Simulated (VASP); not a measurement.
Input of a VASP 6.6.1 run:

INCAR

```
SYSTEM = TePb
  PREC = Accurate
  ENCUT = 500
  EDIFF = 1E-6
  ISMEAR = 0
  SIGMA = 0.02
  LREAL = .FALSE.
  LASPH = .TRUE.
  NELM = 80
  ALGO = Normal
  ISIF = 2
  LWAVE = .FALSE.
  LCHARG = .FALSE.
  GGA = PE
```

KPOINTS

```
Automatic mesh
0
G
  5 5 5
  0 0 0
```

Contents of POSCAR:

```
TePb
1.0
    0.0000000000      3.2310000000      3.2310000000
    3.2310000000      0.0000000000      3.2310000000
    3.2310000000      3.2310000000      0.0000000000
Pb Te
1 1
Direct
    0.0000000000      0.0000000000      0.0000000000
    0.5000000000      0.5000000000      0.5000000000
```

Potentials or basis: VASP PAW PBE potentials, release 64 (Pb_d_GW, Te_GW).

Launch:

```bash
$ cat potpaw_PBE.64/Pb_d_GW/POTCAR potpaw_PBE.64/Te_GW/POTCAR > POTCAR
$ mpirun -np 1 vasp_std > vasp.out
```

What does it give for the pressure?

2.0 GPa.

Caveat: this odd mesh misses L, where the gap lies, so gap, dielectric constants and Born charges aren't listed. Spin-orbit coupling is left out, which matters for the levels of Pb, Te.
